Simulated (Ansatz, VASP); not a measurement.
**Nb: VASP beside Ansatz**

The input INCAR:

```
PREC = Accurate
ENCUT = 520
EDIFF = 1E-6
ISMEAR = -1
SIGMA = 0.3
LREAL = F
LASPH = T
NELM = 60
ALGO = Normal
ISIF = 2
LWAVE = F
LCHARG = F
GGA = CA
NBANDS = 12
```

File KPOINTS:

```
Automatic mesh
0
Gamma
  14 14 14
```

POSCAR

```
Nb
1.0
   -1.6231103068      1.6231103068      1.6231103068
    1.6231103068     -1.6231103068      1.6231103068
    1.6231103068      1.6231103068     -1.6231103068
Nb
1
Direct
    0.0000000000      0.0000000000      0.0000000000
```

Input for Ansatz:

```yaml
crystal:
  lattice:
    - [-1.6231103068, 1.6231103068, 1.6231103068]
    - [1.6231103068, -1.6231103068, 1.6231103068]
    - [1.6231103068, 1.6231103068, -1.6231103068]
  atoms:
    - { symbol: Nb, position: [0.0, 0.0, 0.0] }
hamiltonian:
  xc: lda
  pseudopotentials:
    kind: paw
    azcp:
      Nb: "pseudopotentials/Nb.paw.azcp"
basis:
  ecutwfc: 420
  fft_grid_basis: typed
kpoints:
  mp_grid: { grid: [14, 14, 14], shift: [0, 0, 0] }
magnetization:
  spin_polarized: false
scf:
  occupations: { method: fermi_dirac, width: 0.3 }
  lower_state_search: "off"
output:
  stress: true
```

Alike in both runs: task single point; functional LDA; k mesh 14 × 14 × 14; occupations fermi-dirac, width 0.3 eV; no spin polarisation.

|  | VASP | Ansatz |
| --- | --- | --- |
| version | VASP 6.6.1 | Ansatz 0.2.0 |
| potentials or method | VASP PAW LDA potentials, release 64 (Nb_sv) | plane waves (420 eV) with PAW, scalar-relativistic |
| plane-wave cutoff (eV) | 520 | 420 |
| valence electrons in the cell | 13 | 13 |

```tsv
	VASP	Ansatz	Ansatz less VASP
pressure (GPa)	2.0	2.1	+0.15
```

Ansatz warned: «pseudo_functional_mismatch».
